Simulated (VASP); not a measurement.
# GePt (P2_13) in VASP: settings compared

The runs below take GePt through single point, relaxation of cell and atoms, with r2SCAN, PBE.

All numbers are computed with VASP 6.6.1; they aren't measurements. Logs are shortened: lines on timing, memory, paths and dates and some standing lists are left out, and cuts for length are marked.

## (1) The structure

The structure is cubic, space group P2_13 (No. 198). The conventional cell has a = 5.123 Å, b = 5.123 Å, c = 5.123 Å, α = 90.00°, β = 90.00°, γ = 90.00°. Around Ge (site symmetry 3) lie 6 Pt at 2.59 to 2.68 Å. Pt (site symmetry 3) has 6 Ge at 2.59 to 2.68 Å as nearest neighbours.

The cell was built by a generator and needn't be a form met in nature.

## (2) Single point, r2SCAN

Input file INCAR:

```
SYSTEM = GePt
ALGO = Normal ; EDIFF = 1E-6
ENCUT = 520 ; ISIF = 2
ISMEAR = 0 ; KPAR = 4
LASPH = .TRUE. ; LCHARG = .FALSE.
LMIXTAU = .TRUE. ; LREAL = .FALSE.
LWAVE = .FALSE. ; METAGGA = R2SCAN
NBANDS = 58 ; NELM = 150
PREC = Accurate ; SIGMA = 0.1
```

Input file KPOINTS:

```
k-points
0
G
  6 6 6
  0 0 0
```

Input file POSCAR:

```
GePt                                    
1.0
    5.1233253812      0.0000000000      0.0000000000
    0.0000000000      5.1233253812      0.0000000000
    0.0000000000      0.0000000000      5.1233253812
  Ge              Pt            
     4     4
Direct
     0.8151167926472240    0.8151167926472240    0.8151167926472240
     0.6848832073527760    0.1848832073527760    0.3151167926472240
     0.1848832073527760    0.3151167926472240    0.6848832073527760
     0.3151167926472240    0.6848832073527760    0.1848832073527760
     0.1938881549033340    0.1938881549033340    0.1938881549033340
     0.3061118450966660    0.8061118450966660    0.6938881549033340
     0.8061118450966660    0.6938881549033340    0.3061118450966660
     0.6938881549033340    0.3061118450966660    0.8061118450966660
```

Potentials or basis: VASP PAW PBE potentials, release 64 (Ge_d, Pt).

The run is started by

```
cat potpaw_PBE.64/Ge_d/POTCAR potpaw_PBE.64/Pt/POTCAR > POTCAR
mpirun -np 4 vasp_std > vasp.out
```

OUTCAR:

```text
SYSTEM = GePt
   EDIFF = 1E-6
   ENCUT = 520
   ISIF = 2
   ISMEAR = 0
   LASPH = .TRUE.
   LREAL = .FALSE.
   METAGGA = R2SCAN
   NELM = 150
   PREC = Accurate

 ion  position               nearest neighbor table
   1  0.815  0.815  0.815-   6 2.59   7 2.59   8 2.59   7 2.68   8 2.68   6 2.68
   2  0.685  0.185  0.315-   5 2.59   7 2.59   8 2.59   7 2.68   5 2.68   8 2.68
   3  0.185  0.315  0.685-   5 2.59   6 2.59   8 2.59   5 2.68   8 2.68   6 2.68
   4  0.315  0.685  0.185-   5 2.59   6 2.59   7 2.59   6 2.68   5 2.68   7 2.68
   5  0.194  0.194  0.194-   2 2.59   3 2.59   4 2.59   3 2.68   4 2.68   2 2.68   6 3.29   6 3.29
                             7 3.29   7 3.29   8 3.29   8 3.29
   6  0.306  0.806  0.694-   1 2.59   3 2.59   4 2.59   3 2.68   1 2.68   4 2.68   7 3.29   8 3.29
                             5 3.29   5 3.29   8 3.29   7 3.29
   7  0.806  0.694  0.306-   1 2.59   2 2.59   4 2.59   1 2.68   4 2.68   2 2.68   6 3.29   8 3.29
                             8 3.29   5 3.29   5 3.29   6 3.29
   8  0.694  0.306  0.806-   1 2.59   2 2.59   3 2.59   2 2.68   1 2.68   3 2.68   6 3.29   7 3.29
                             7 3.29   6 3.29   5 3.29   5 3.29

  LATTYP: Found a simple cubic cell.
 ALAT       =     5.1233253812

  Lattice vectors:

 A1 = (   5.1233253812,   0.0000000000,   0.0000000000)
 A2 = (   0.0000000000,   5.1233253812,   0.0000000000)
 A3 = (   0.0000000000,   0.0000000000,   5.1233253812)

Analysis of symmetry for initial positions (statically):
=====================================================================
 Subroutine PRICEL returns:
 Original cell was already a primitive cell.

 Routine SETGRP: Setting up the symmetry group for a
 simple cubic supercell.

 Subroutine GETGRP returns: Found 12 space group operations
 (whereof  3 operations were pure point group operations)
 out of a pool of 48 trial point group operations.

The static configuration has the point symmetry C_3 .
 The point group associated with its full space group is T   .

Analysis of symmetry for dynamics (positions and initial velocities):
=====================================================================
 Subroutine PRICEL returns:
 Original cell was already a primitive cell.

 Routine SETGRP: Setting up the symmetry group for a
 simple cubic supercell.

 Subroutine GETGRP returns: Found 12 space group operations
 (whereof  3 operations were pure point group operations)
 out of a pool of 48 trial point group operations.

[... 111 lines left out ...]
   NELM   =    150;   NELMIN=  2; NELMDL= -5     # of ELM steps
   EDIFF  = 0.1E-05   stopping-criterion for ELM
   LREAL  =      F    real-space projection
[... 7 lines left out ...]
   TEBEG  =    0.0;   TEEND  =   0.0 temperature during run
   PSTRESS=    0.0 pullay stress
   NELECT =      96.0000    total number of electrons
   NUPDOWN=      -1.0000    fix difference up-down
   EMIN   =  10.00;   EMAX   =-10.00  energy-range for DOS
   EFERMI =   0.00;   METHOD = LEGACY
   ISMEAR =     0;   SIGMA  =   0.10  broadening in eV -4-tet -1-fermi 0-gaus
   EFERMI_NEDOS =   21; number of points for ismear=-14 and -15
   IALGO  =     38    algorithm
   IMIX   =      4    mixing-type and parameters
     AMIX     =   0.40;   BMIX     =  1.00
     AMIX_MAG =   1.60;   BMIX_MAG =  1.00
  volume/ion in A,a.u.               =      16.81       113.44
  Fermi-wavevector in a.u.,A,eV,Ry     =   1.463120  2.764896 29.126269  2.140720
  Thomas-Fermi vector in A             =   2.579253
   LORBIT       =      0    0 simple, 1 ext, 2 COOP (PROOUT), +10 PAW based schemes
   METAGGA = R2SCAN    functional components
   LHFCALC =     F    Hartree Fock is set to
   AEXX    =    0.0000 exact exchange contribution
   IVDW    =     0    specifies the selected vdW correction
   LEPSILON=     F    determine dielectric tensor
   LRPA    =     F    only Hartree local field effects (RPA)
 non-spin polarized calculation
 Gauss-broadening in eV      SIGMA  =   0.10
  energy-cutoff  :      520.00
  volume of cell :      134.48
 maximum number of plane-waves:      3695
 NGX is ok and might be reduce to    40
   NGX = 19   NGY = 19   NGZ = 19

 number of electron      96.0000013 magnetization

 Free energy of the ion-electron system (eV)
  ---------------------------------------------------
  ext. energy  EPLUGINS =         0.00000000
  ---------------------------------------------------
  free energy    TOTEN  =      -263.62541666 eV

  energy without entropy =     -263.61409987  energy(sigma->0) =     -263.61975827

 E-fermi :   8.7885     XC(G=0): -13.3755

 val. band max:        8.7589310430   @ k =   0.3333   0.0000   0.0000
 cond. band min:       8.8051348416   @ k =   0.1667   0.1667   0.0000
 fundamental gap:      0.0462037986
 Fermi energy:         8.7884568346

 k-point     1 :       0.0000    0.0000    0.0000
  band No.  band energies     occupation
      1     -16.7794      2.00000
      2     -16.7794      2.00000
      3     -16.7794      2.00000
      4     -16.7657      2.00000
      5     -16.7657      2.00000
      6     -16.7631      2.00000
[... 1453 lines left out ...]
     57      15.7159      0.00000
     58      15.7159      0.00000

------------------------ aborting loop because EDIFF is reached ----------------------------------------

  FORCE on cell =-STRESS in cart. coord.  units (eV):
  Direction    XX          YY          ZZ          XY          YZ          ZX
  --------------------------------------------------------------------------------------
  -------------------------------------------------------------------------------------
  Total       -3.4654047     -3.4654047     -3.4654047      0.0000000      0.0000000      0.0000000
  in kB      -41.2865632    -41.2865632    -41.2865632      0.0000000      0.0000000      0.0000000
  external PRESSURE =     -41.2865632 kB  Pullay stress =       0.0000000 kB

 VOLUME and BASIS-vectors are now :
 -----------------------------------------------------------------------------
  energy-cutoff  :      520.00
  volume of cell :      134.48
      direct lattice vectors                 reciprocal lattice vectors
     5.123325381  0.000000000  0.000000000     0.195185729  0.000000000  0.000000000
     0.000000000  5.123325381  0.000000000     0.000000000  0.195185729  0.000000000
     0.000000000  0.000000000  5.123325381     0.000000000  0.000000000  0.195185729

 POSITION                                       TOTAL-FORCE (eV/Angst)
 -----------------------------------------------------------------------------------
      4.17611      4.17611      4.17611        -0.031983     -0.031983     -0.031983
      3.50888      0.94722      1.61445         0.031983      0.031983     -0.031983
      0.94722      1.61445      3.50888         0.031983     -0.031983      0.031983
      1.61445      3.50888      0.94722        -0.031983      0.031983      0.031983
      0.99335      0.99335      0.99335         0.174791      0.174791      0.174791
      1.56831      4.12997      3.55501        -0.174791     -0.174791      0.174791
      4.12997      3.55501      1.56831        -0.174791      0.174791     -0.174791
      3.55501      1.56831      4.12997         0.174791     -0.174791     -0.174791
 -----------------------------------------------------------------------------------
    total drift:                                0.000000      0.000000      0.000000

  FREE ENERGIE OF THE ION-ELECTRON SYSTEM (eV)
  ---------------------------------------------------
  free  energy   TOTEN  =      -263.6254166575 eV

  energy  without entropy=     -263.6140998748  energy(sigma->0) =     -263.61975827
```

Run time: 2 min. Hardware: 4 MPI ranks of AMD EPYC 9R45 (Zen 5), shared host; peak memory 0.33 GiB.

What came out:

```
Free energy            : -263.6254 eV
Pressure               : -4.1 GPa
Largest force          : 0.303 eV/Å
Band gap on the k mesh : none (metal or under the smearing width)
```

Forces in eV/Å, atoms in the order of the input:
```
Ge  -0.032 -0.032 -0.032
Ge   0.032  0.032 -0.032
Ge   0.032 -0.032  0.032
Ge  -0.032  0.032  0.032
Pt   0.175  0.175  0.175
Pt  -0.175 -0.175  0.175
Pt  -0.175  0.175 -0.175
Pt   0.175 -0.175 -0.175
```

Levels at points of the mesh, in eV from the Fermi level:
```tsv
k point	band 45	band 46	band 47	band 48	band 49	band 50	band 51	band 52
(0.00, 0.00, 0.00)	-1.38	-1.38	-1.38	0.28	0.28	0.28	1.26	1.41
(0.50, 0.00, 0.00)	-1.45	-1.45	-0.22	-0.22	-0.11	-0.11	1.75	1.75
(0.50, 0.50, 0.00)	-1.14	-1.14	-0.78	-0.78	0.92	0.92	1.18	1.18
(0.50, 0.50, 0.50)	-1.91	-1.91	-1.91	-1.91	3.84	3.84	3.84	3.84
```

Caveat: the PAW data sets were made with another functional, which shifts forces and pressure a little. The run has no spin-orbit coupling, so splittings on Pt are missing.

## (3) Relaxation of cell and atoms, PBE

This run uses another cell than the first one, of 16.14 Å³/atom, 0.960 times its volume.

Input file INCAR:

```
SYSTEM = GePt
ALGO = Normal ; EDIFF = 1E-6
EDIFFG = -0.01 ; ENCUT = 520
GGA = PE ; IBRION = 2
ISIF = 3 ; ISMEAR = 0
KPAR = 4 ; LASPH = .TRUE.
LCHARG = .FALSE. ; LREAL = .FALSE.
LWAVE = .FALSE. ; NELM = 120
NSW = 90 ; PREC = Accurate
SIGMA = 0.1
```

Input file KPOINTS:

```
k-points
0
G
  6 8 6
  0 0 0
```

Input file POSCAR:

```
GePt
1.0
    5.7319998700      0.0000000000      0.0000000000
    0.0000000000      3.7009999800      0.0000000000
    0.0000000000      0.0000000000      6.0879998200
Ge Pt
4 4
Direct
    0.8050000100      0.7500000000      0.5899999700
    0.1949999900      0.2500000000      0.4100000300
    0.6949999900      0.2500000000      0.0899999700
    0.3050000100      0.7500000000      0.9100000300
    0.9900000100      0.7500000000      0.1949999900
    0.0099999900      0.2500000000      0.8050000100
    0.5099999900      0.2500000000      0.6949999900
    0.4900000100      0.7500000000      0.3050000100
```

Potentials or basis: VASP PAW PBE potentials, release 64 (Ge_d, Pt).

The run is started by

```
cat potpaw_PBE.64/Ge_d/POTCAR potpaw_PBE.64/Pt/POTCAR > POTCAR
mpirun -np 4 vasp_std > vasp.out
```

Run time: 12 min. Hardware: 4 MPI ranks of AMD EPYC 9R45 (Zen 5), shared host; peak memory 0.55 GiB.

It converged, with:

- Free energy: -46.1712 eV
- Relaxed volume: 16.87 Å³/atom
- Relaxed cell: a = 5.819 Å, b = 3.748 Å, c = 6.189 Å, α = 90.00°, β = 90.00°, γ = 90.00°
- Space group after relaxing (to 0.05 Å): Pnma (No. 62)
- Energy gained by relaxing: 25.5 meV/atom
- Ionic steps: 16
- Pressure after relaxing: 0.0 GPa
- Largest force after relaxing: 0.008 eV/Å
- Band gap on the k mesh: none (metal or under the smearing width)

Forces in eV/Å, atoms in the order of the input:
```
Ge  -0.003  0.000  0.007
Ge   0.003  0.000 -0.007
Ge   0.003  0.000  0.007
Ge  -0.003  0.000 -0.007
Pt   0.001  0.000  0.008
Pt  -0.001  0.000 -0.008
Pt  -0.001  0.000  0.008
Pt   0.001  0.000 -0.008
```

Stress tensor (GPa, compression positive):
```
-0.04  0.00  0.00
 0.00  0.05  0.00
 0.00  0.00 -0.09
```

Step by step:
```tsv
step	energy change (eV)	largest force (eV/Å)	pressure (GPa)	volume (Å³)
1	0.0000	0.4400	7.91	129.15
2	0.1350	0.3012	-9.18	144.63
3	-0.1536	0.2487	-0.46	135.33
4	-0.1536	0.2480	-0.30	135.20
5	-0.1706	0.2039	-0.20	135.05
6	-0.1920	0.1808	0.45	134.58
7	-0.1992	0.0809	-0.90	135.73
8	-0.1992	0.0893	-0.78	135.64
9	-0.2035	0.0273	0.24	134.81
10	-0.2036	0.0281	0.07	134.93
11	-0.2037	0.0193	-0.05	135.02
12	-0.2037	0.0139	-0.17	135.08
13	-0.2037	0.0164	-0.06	135.05
14	-0.2037	0.0151	-0.10	135.06
15	-0.2038	0.0080	0.10	134.97
16	-0.2038	0.0078	-0.03	134.98
```

Final structure:
```
CELL_PARAMETERS angstrom
5.81892 0.00000 0.00000
0.00000 3.74836 0.00000
0.00000 0.00000 6.18851
ATOMIC_POSITIONS crystal
Ge 0.81358 0.75000 0.58787
Ge 0.18642 0.25000 0.41213
Ge 0.68642 0.25000 0.08787
Ge 0.31358 0.75000 0.91213
Pt 0.00245 0.75000 0.19243
Pt 0.99755 0.25000 0.80757
Pt 0.49755 0.25000 0.69243
Pt 0.50245 0.75000 0.30757
```

Levels at points of the mesh, in eV from the Fermi level:
```
           k point  band 44  band 45  band 46  band 47  band 48  band 49  band 50  band 51  band 52  band 53
(0.00, 0.00, 0.00)    -2.53    -2.35    -1.35    -1.28    -0.88     0.67     0.80     3.00     3.22     3.38
(0.50, 0.00, 0.00)    -2.54    -2.34    -2.34     0.00     0.00     1.37     1.37     2.26     2.26     4.03
(0.00, 0.50, 0.00)    -2.51    -2.39    -2.39    -1.51    -1.51    -0.13    -0.13     2.03     2.03     2.16
(0.50, 0.50, 0.00)    -2.74    -1.78    -1.78    -1.78    -1.78     0.57     0.57     0.57     0.57     4.09
(0.00, 0.00, 0.50)    -2.72    -1.73    -1.73     0.00     0.00     1.12     1.12     1.82     1.82     4.08
(0.50, 0.00, 0.50)    -2.72    -1.29    -1.29     0.73     0.73     1.74     1.74     2.64     2.64     2.65
(0.00, 0.50, 0.50)    -2.54    -2.35    -2.35    -2.03    -2.03     0.51     0.51     0.97     0.97     1.73
(0.50, 0.50, 0.50)    -2.81    -2.34    -2.34    -2.34    -2.34     2.40     2.40     2.40     2.40     3.01
```

## (4) Relaxation of cell and atoms, PBE

This run uses another cell than the first one, of 16.87 Å³/atom, 1.004 times its volume.

Input file INCAR:

```
SYSTEM = GePt
ALGO = Normal ; EDIFF = 1E-7
EDIFFG = -0.005 ; ENCUT = 520
GGA = PE ; IBRION = 2
ISIF = 3 ; ISMEAR = 0
KPAR = 4 ; LASPH = .TRUE.
LCHARG = .FALSE. ; LREAL = .FALSE.
LWAVE = .FALSE. ; NELM = 120
NSW = 60 ; POTIM = 0.3
PREC = Accurate ; SIGMA = 0.1
```

KPOINTS is that of step 3.

Input file POSCAR:

```
GePt                                    
1.0
    5.8189207680      0.0000000000      0.0000000000
    0.0000000000      3.7483610423      0.0000000000
    0.0000000000      0.0000000000      6.1885102678
  Ge              Pt            
     4     4
Direct
     0.8135843880265888    0.7500000000000000    0.5878717508035471
     0.1864156119734111    0.2500000000000000    0.4121282491964528
     0.6864156119734112    0.2500000000000000    0.0878717508035472
     0.3135843880265888    0.7500000000000000    0.9121282491964529
     0.0024537663397291    0.7500000000000000    0.1924263212034475
     0.9975462336602710    0.2500000000000000    0.8075736787965525
     0.4975462336602709    0.2500000000000000    0.6924263212034475
     0.5024537663397290    0.7500000000000000    0.3075736787965525
```

The run is started by

```
cat potpaw_PBE.64/Ge_d/POTCAR potpaw_PBE.64/Pt/POTCAR > POTCAR
mpirun -np 4 vasp_std > vasp.out
```

Wall time 6.5 min (4 MPI ranks of AMD EPYC 9R45 (Zen 5), shared host); peak memory 0.56 GiB.

It converged, with:

- Free energy: -46.1754 eV
- Relaxed volume: 16.88 Å³/atom
- Relaxed cell: a = 5.818 Å, b = 3.753 Å, c = 6.184 Å, α = 90.00°, β = 90.00°, γ = 90.00°
- Space group after relaxing (to 0.05 Å): Pnma (No. 62)
- Energy gained by relaxing: 0.0 meV/atom
- Ionic steps: 9
- Pressure after relaxing: 0.0 GPa
- Band gap on the k mesh: none (metal or under the smearing width)

Forces on the atoms (eV/Å):
```
Ge  -0.002  0.000  0.001
Ge   0.002  0.000 -0.001
Ge   0.002  0.000  0.001
Ge  -0.002  0.000 -0.001
Pt   0.000  0.000 -0.003
Pt   0.000  0.000  0.003
Pt   0.000  0.000 -0.003
Pt   0.000  0.000  0.003
```

Step by step:
```
step  energy change (eV)  largest force (eV/Å)  pressure (GPa)  volume (Å³)
   1              0.0000                0.0079            0.04       134.98
   2              0.0000                0.0079           -0.02       135.03
   3              0.0000                0.0084           -0.07       135.08
   4             -0.0001                0.0081           -0.04       135.06
   5             -0.0001                0.0078           -0.02       135.04
   6             -0.0001                0.0074            0.04       135.00
   7             -0.0001                0.0075            0.01       135.02
   8             -0.0001                0.0060            0.00       135.03
   9             -0.0001                0.0030           -0.01       135.04
```

Final structure:
```yaml
crystal:
  lattice:
    - [5.81831, 0.00000, 0.00000]
    - [0.00000, 3.75301, 0.00000]
    - [0.00000, 0.00000, 6.18437]
  atoms:
    - { symbol: Ge, position: [0.81344, 0.75000, 0.58819] }
    - { symbol: Ge, position: [0.18656, 0.25000, 0.41181] }
    - { symbol: Ge, position: [0.68656, 0.25000, 0.08819] }
    - { symbol: Ge, position: [0.31344, 0.75000, 0.91181] }
    - { symbol: Pt, position: [0.00248, 0.75000, 0.19264] }
    - { symbol: Pt, position: [0.99752, 0.25000, 0.80736] }
    - { symbol: Pt, position: [0.49752, 0.25000, 0.69264] }
    - { symbol: Pt, position: [0.50248, 0.75000, 0.30736] }
```

Levels at points of the mesh, in eV from the Fermi level:
| k point | band 44 | band 45 | band 46 | band 47 | band 48 | band 49 | band 50 | band 51 | band 52 | band 53 |
| --- | --- | --- | --- | --- | --- | --- | --- | --- | --- | --- |
| (0.00, 0.00, 0.00) | -2.53 | -2.34 | -1.35 | -1.29 | -0.87 | 0.68 | 0.80 | 2.99 | 3.21 | 3.37 |
| (0.50, 0.00, 0.00) | -2.54 | -2.34 | -2.34 | 0.00 | 0.00 | 1.37 | 1.37 | 2.26 | 2.26 | 4.02 |
| (0.00, 0.50, 0.00) | -2.51 | -2.39 | -2.39 | -1.51 | -1.51 | -0.12 | -0.12 | 2.04 | 2.04 | 2.16 |
| (0.50, 0.50, 0.00) | -2.74 | -1.78 | -1.78 | -1.78 | -1.78 | 0.57 | 0.57 | 0.57 | 0.57 | 4.08 |
| (0.00, 0.00, 0.50) | -2.72 | -1.72 | -1.72 | 0.01 | 0.01 | 1.11 | 1.11 | 1.81 | 1.81 | 4.10 |
| (0.50, 0.00, 0.50) | -2.72 | -1.28 | -1.28 | 0.74 | 0.74 | 1.74 | 1.74 | 2.63 | 2.63 | 2.65 |
| (0.00, 0.50, 0.50) | -2.54 | -2.34 | -2.34 | -2.03 | -2.03 | 0.52 | 0.52 | 0.97 | 0.97 | 1.73 |
| (0.50, 0.50, 0.50) | -2.82 | -2.33 | -2.33 | -2.33 | -2.33 | 2.41 | 2.41 | 2.41 | 2.41 | 3.01 |
